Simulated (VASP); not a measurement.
The system is Te.

```
CELL_PARAMETERS angstrom
2.30590 1.33131 1.69095
-2.30590 1.33131 1.69095
0.00000 -2.66263 1.69095
ATOMIC_POSITIONS crystal
Te 0.50000 0.50000 0.50000
```

This isn't the form of Te at room conditions, which is trigonal, of chains.

| Item | Value |
| --- | --- |
| Program | VASP 6.6.1 |
| Task | relaxation of cell and atoms |
| Functional | r2SCAN |
| Potentials or basis | VASP PAW PBE potentials, release 64 (Te) |
| Cutoff | 600 eV |
| k mesh | 9 × 9 × 9 |
| Occupations | fermi-dirac, width 0.05 eV |
| Spin | no spin polarisation |

At the start: pressure 2.1 GPa; volume 31.15 Å³/atom.

Task: Where does the relaxation end?

Result: Over 9 steps the energy falls by 9.8 meV/atom and the volume is 32.47 Å³/atom (+4.2 %); space group R-3m (No. 166, to 0.05 Å).

The path:
```tsv
step	energy change (eV)	largest force (eV/Å)	pressure (GPa)	volume (Å³)
1	0.0000	0.0000	2.10	31.15
2	-0.0046	0.0000	-1.14	33.02
3	-0.0072	0.0000	0.00	32.29
4	-0.0076	0.0000	0.00	32.31
5	-0.0087	0.0000	-0.03	32.39
6	-0.0098	0.0000	-0.13	32.54
7	-0.0098	0.0000	-0.14	32.55
8	-0.0095	0.0000	0.45	32.21
9	-0.0098	0.0000	0.01	32.47
```

Final structure:
```
CELL_PARAMETERS angstrom
2.29494 1.32499 1.77962
-2.29494 1.32499 1.77962
0.00000 -2.64997 1.77962
ATOMIC_POSITIONS crystal
Te 0.50000 0.50000 0.50000
```

Caveat: the PAW data sets were made with another functional, which shifts forces and pressure a little.
